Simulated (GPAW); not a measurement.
Runs of GPAW 26.7.0 on BaTiO3. The structure is trigonal, space group R3m (No. 160). Conventional cell: a = 5.655 Å, b = 5.655 Å, c = 6.955 Å, α = 90.00°, β = 90.00°, γ = 120.00°. Ba (site symmetry 3m) has 12 O at 2.79 to 2.89 Å as nearest neighbours. Ti (site symmetry 3m) has 6 O at 1.87 to 2.14 Å as nearest neighbours. O (site symmetry m) is surrounded by 2 Ti at 1.87 to 2.14 Å. 

| task | level | potentials or basis | U | band path | band points | gap on the mesh (eV) | pressure (GPa) | largest force (eV/Å) |
| --- | --- | --- | --- | --- | --- | --- | --- | --- |
| band structure | r2SCAN | GPAW PAW data sets (gpaw-data 1.2.1), pw | - | GLB1,BZGX,QFP1Z,LP | 100 | 2.91 | 3.4 | 0.18 |
| band structure | PBEsol+U | PAW data sets generated in the run's folder for this functional, pw | Ti d U = 6 eV | GLB1,BZGX,QFP1Z,LP | 60 | 3.27 | (d) | (c) |
| band structure | PBEsol+U | PAW data sets generated in the run's folder for this functional, pw | Ti d U = 8 eV | GLB1,BZGX,QFP1Z,LP | 60 | 3.58 | (b) | 1.99 |
| band structure | PBEsol+U | PAW data sets generated in the run's folder for this functional, pw | Ti d U = 2 eV | GLB1,BZGX,QFP1Z,LP | 60 | (a) | 1.3 | 0.62 |

Alike in all rows: no spin polarisation; cell as given; k mesh 5 × 5 × 5; cutoff (eV) 800; smearing fermi-dirac 0.05 eV.

Task: Fill in the values left out.

Result: (a) 2.72; (b) 4.9; (c) 1.52; (d) 3.6.

Caveats: spin-orbit coupling is left out, which moves the levels of the heavy elements; the mesh misses the band edges, which the band path finds closer together; forces of over 1 eV/Å show positions far from the minimum, so gaps and moduli don't describe the material at rest (some runs); the PAW data sets were made with another functional, which shifts forces and pressure a little (some runs).

A k mesh can miss the band edges, and the runs leave out spin-orbit coupling on Ba.

Not every run made on this cell is shown here.
